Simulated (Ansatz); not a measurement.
# SnO2 (Cassiterite) (P4_2/mnm) in Ansatz: a series of runs, part 2 of 2

Ansatz 0.2.0.

### 5 Relaxation of cell and atoms, PBEsol, target pressure 10 GPa, at which the enthalpy is minimised

input.yaml reads:

```yaml
crystal:
  lattice:
    - [4.738, 0.0, 0.0]
    - [0.0, 4.738, 0.0]
    - [0.0, 0.0, 3.1865]
  atoms:
    - { symbol: Sn, position: [0.5, 0.5, 0.5] }
    - { symbol: Sn, position: [0.0, 0.0, 0.0] }
    - { symbol: O, position: [0.8071, 0.1929, 0.5] }
    - { symbol: O, position: [0.6929, 0.6929, 0.0] }
    - { symbol: O, position: [0.1929, 0.8071, 0.5] }
    - { symbol: O, position: [0.3071, 0.3071, 0.0] }
hamiltonian:
  xc: pbesol
  pseudopotentials: { kind: paw }
kpoints:
  mp_grid: { grid: [6, 6, 8] }
scf:
  occupations: { method: fermi_dirac, width: 0.05 }
output:
  forces: true
  stress: true
  eigenvalues: true
relax:
  f_tol: 0.01
  max_steps: 40
  cell: { stress_tol: 0.05, p_target: 10.0 }
```

Potentials or basis: Ansatz PAW.

Started as:

```bash
$ ansatz run input.yaml --threads 2 --pin off --max-ram 5632MiB --backend cpu --events-out ev --progress --plain --runs-dir out
```

The log of the run:

```text
Warning: RAYON_NUM_THREADS=2 ignored (pool sized by the plan → 2); use --threads N
Engine: ansatz 0.2.0, aarch64-unknown-linux-gnu
Pseudopotentials: kind: paw
Pseudopotential: Sn, paw, valence charge 14, recommended cutoff 420 eV (normal), Sn.paw.azcp
Pseudopotential: O, paw, valence charge 6, recommended cutoff 420 eV (normal), O.paw.azcp
Functional definition: PBEsol
  exchange = pbesol_x
  correlation = pbesol_c
[... 135 lines left out ...]
  k-point 2: bands = ["-11.0352", "-10.6122", "-10.6122", "-10.2190", "-10.0501", "-10.0252", "-9.9459", "-9.9068", "-9.9068", "-9.8719", "-8.8371", "-6.4571", "-6.4571", "-5.7988", "1.4830", "5.0967", "5.4241", "6.1148", "6.1148", "6.9071", "6.9071", "6.9406", "7.3251", "8.9300", "8.9300", "9.2597", "13.7962", "16.8895", "18.1617", "18.1617", "18.6324", "21.5911"]
  k-point 49: bands = ["-10.9941", "-10.9941", "-10.5475", "-10.5475", "-9.9652", "-9.9652", "-9.8897", "-9.8897", "-9.8509", "-9.8509", "-7.1599", "-7.1599", "-5.8002", "-5.8002", "1.5763", "1.5763", "4.5892", "4.5892", "7.1915", "7.1915", "7.4440", "7.4440", "8.8209", "8.8209", "8.9476", "8.9476", "14.8200", "14.8200", "18.6871", "18.6871", "20.8493", "20.8493"]
--- Relaxed structure (6 steps of the walk, 6 accepted, 2 SCFs on fresh bases) ---
  F+E_penalty+E_count = -14142.96753305 eV   max|allowed force component| = 3.651e-5 eV/Å   (the final SCF, on the basis selected at the relaxed cell)
  cell:  # Å, volume = 69.6874 Å³
    - [4.677432083464317, -5.495504133089122e-35, -2.7752297919334885e-33]
    - [-4.945953719780209e-34, 4.677432083464317, -4.945953719780209e-34]
    - [-1.9403753082308635e-33, -3.3263574352215354e-34, 3.1852206186739225]
  atoms:
    - { symbol: Sn, position: [0.5, 0.5, 0.5000000000000001] }
    - { symbol: Sn, position: [1.5255412585979224e-20, -3.432467831845169e-20, 2.2879559164289354e-34] }
    - { symbol: O, position: [0.8056319027641169, 0.1943680972358832, 0.5000000000000001] }
    - { symbol: O, position: [0.6943680972358831, 0.6943680972358831, -9.90812370673323e-35] }
    - { symbol: O, position: [0.1943680972358832, 0.8056319027641169, 0.5000000000000001] }
    - { symbol: O, position: [0.3056319027641168, 0.3056319027641168, -3.1062232075638575e-34] }
```

It took 25 s on 2 threads of Arm Neoverse V1, shared host; peak memory 0.4 GiB.

Results:

| Property | Result |
| --- | --- |
| Free energy | -14142.9675 eV |
| Relaxed volume | 11.61 Å³/atom |
| Relaxed cell | a = 4.677 Å, b = 4.677 Å, c = 3.185 Å, α = 90.00°, β = 90.00°, γ = 90.00° |
| Space group after relaxing (to 0.05 Å) | P4_2/mnm (No. 136) |
| Energy change on relaxing (the enthalpy is what falls) | +12.6 meV/atom |
| Ionic steps | 8 |
| Pressure after relaxing | 10.0 GPa |
| Band gap on the k mesh | 1.42 eV, direct |

The path:
```tsv
step	energy change (eV)	largest force (eV/Å)	volume (Å³)
1	0.0000	0.2103	71.53
2	0.0677	0.1474	69.71
3	0.0654	0.0489	69.71
4	0.0632	0.0050	69.75
5	0.0722	0.0056	69.75
6	0.0760	0.0017	69.68
7	0.0755	0.0000	69.69
8	0.0758	0.0001	69.69
```

Final structure:
```xyz
6
Lattice="4.6774 0.0000 0.0000 0.0000 4.6774 0.0000 0.0000 0.0000 3.1852" Properties=species:S:1:pos:R:3 pbc="T T T"
Sn    2.3387    2.3387    1.5926
Sn    0.0000    0.0000    0.0000
O     3.7683    0.9091    1.5926
O     3.2479    3.2479    0.0000
O     0.9091    3.7683    1.5926
O     1.4296    1.4296    0.0000
```

Caveat: the plane-wave basis is chosen anew once the cell has moved, so the energies of steps on either side of that aren't comparable; the pressure holds a Pulay correction of +0.9 GPa for the finite cutoff; spin-orbit coupling is left out, which moves the levels of the heavy elements; the PAW data sets come from PBE, with cores solved anew for the run's functional, which leaves a small shift of forces and pressure.

### 6 Relaxation of cell and atoms, PBEsol, target pressure 20 GPa, at which the enthalpy is minimised

Changes to input.yaml since step 5:

```diff
@@ -26,2 +26,2 @@
   max_steps: 40
-  cell: { stress_tol: 0.05, p_target: 10.0 }
+  cell: { stress_tol: 0.05, p_target: 20.0 }
```

Potentials or basis: Ansatz PAW.

Started as:

```bash
$ ansatz run input.yaml --threads 2 --pin off --max-ram 5632MiB --backend cpu --events-out ev --progress --plain --runs-dir out
```

Wall time 26 s (2 threads of Arm Neoverse V1, shared host); peak memory 0.4 GiB.

The run converged. Its results:

```yaml
Free_energy: -14142.7247 eV
Relaxed_volume: 11.18 Å³/atom
Relaxed_cell: a = 4.605 Å, b = 4.605 Å, c = 3.162 Å, α = 90.00°, β = 90.00°, γ = 90.00°
Space_group_after_relaxing_to_0.05_Å: P4_2/mnm (No. 136)
Energy_change_on_relaxing_the_enthalpy_is_what_falls: +53.1 meV/atom
Ionic_steps: 8
Pressure_after_relaxing: 20.0 GPa
Band_gap_on_the_k_mesh: 1.87 eV, direct
```

Step by step:
```tsv
step	energy change (eV)	largest force (eV/Å)	volume (Å³)
1	0.0000	0.2103	71.53
2	0.3763	0.2528	66.51
3	0.2829	0.0850	67.21
4	0.2874	0.0157	67.16
5	0.2876	0.0028	67.16
6	0.3061	0.0025	67.16
7	0.3179	0.0002	67.06
8	0.3186	0.0001	67.06
```

Final structure:
```
CELL_PARAMETERS angstrom
4.60503 0.00000 0.00000
0.00000 4.60503 0.00000
0.00000 0.00000 3.16225
ATOMIC_POSITIONS crystal
Sn 0.50000 0.50000 0.50000
Sn 0.00000 0.00000 0.00000
O 0.80538 0.19462 0.50000
O 0.69462 0.69462 0.00000
O 0.19462 0.80538 0.50000
O 0.30538 0.30538 0.00000
```

Levels at points of the mesh, in eV from the valence-band top:
| k point | band 22 | band 23 | band 24 | band 25 | band 26 | band 27 | band 28 | band 29 | band 30 | band 31 |
| --- | --- | --- | --- | --- | --- | --- | --- | --- | --- | --- |
| (0.00, 0.00, 0.00) | -1.25 | -1.25 | -0.82 | -0.82 | 0.00 | 1.87 | 6.38 | 6.38 | 6.49 | 10.60 |
| (0.00, 0.00, -0.50) | -2.71 | -1.88 | -1.88 | -1.36 | -1.36 | 6.88 | 6.88 | 10.11 | 10.11 | 10.81 |
| (0.00, -0.50, 0.00) | -2.08 | -1.21 | -1.21 | -0.65 | -0.65 | 5.06 | 5.06 | 7.19 | 7.19 | 11.73 |
| (0.00, -0.50, -0.50) | -1.85 | -1.21 | -1.21 | -0.59 | -0.59 | 7.21 | 7.21 | 8.57 | 8.57 | 11.33 |
| (-0.50, -0.50, 0.00) | -2.19 | -1.35 | -1.35 | -0.93 | -0.93 | 5.48 | 5.48 | 7.80 | 7.80 | 11.66 |
| (-0.50, -0.50, -0.50) | -2.29 | -1.00 | -1.00 | -0.88 | -0.88 | 5.43 | 5.43 | 9.08 | 9.08 | 11.35 |

Caveat: the plane-wave basis is chosen anew once the cell has moved, so the energies of steps on either side of that aren't comparable; the pressure holds a Pulay correction of +0.9 GPa for the finite cutoff; spin-orbit coupling is left out, which moves the levels of the heavy elements; the PAW data sets come from PBE, with cores solved anew for the run's functional, which leaves a small shift of forces and pressure.

### 7 Overview

```tsv
cell	target pressure (GPa)	gap on the mesh (eV)	pressure (GPa)
relaxed	0	0.92	0.0
relaxed to 2 GPa	2	1.02	2.0
relaxed to 5 GPa	5	1.18	5.0
relaxed to 10 GPa	10	1.42	10.0
relaxed to 20 GPa	20	1.87	20.0
```

Alike in all rows: task relaxation of cell and atoms; level PBEsol; potentials or basis Ansatz PAW; no spin polarisation; k mesh 6 × 6 × 8; cutoff (eV) 420; smearing fermi-dirac 0.05 eV.

Caveats: the plane-wave basis is chosen anew once the cell has moved, so the energies of steps on either side of that aren't comparable; spin-orbit coupling is left out, which moves the levels of the heavy elements; the PAW data sets come from PBE, with cores solved anew for the run's functional, which leaves a small shift of forces and pressure.

Total energies depend on the potentials used, so only differences within one code and one set of settings carry meaning.
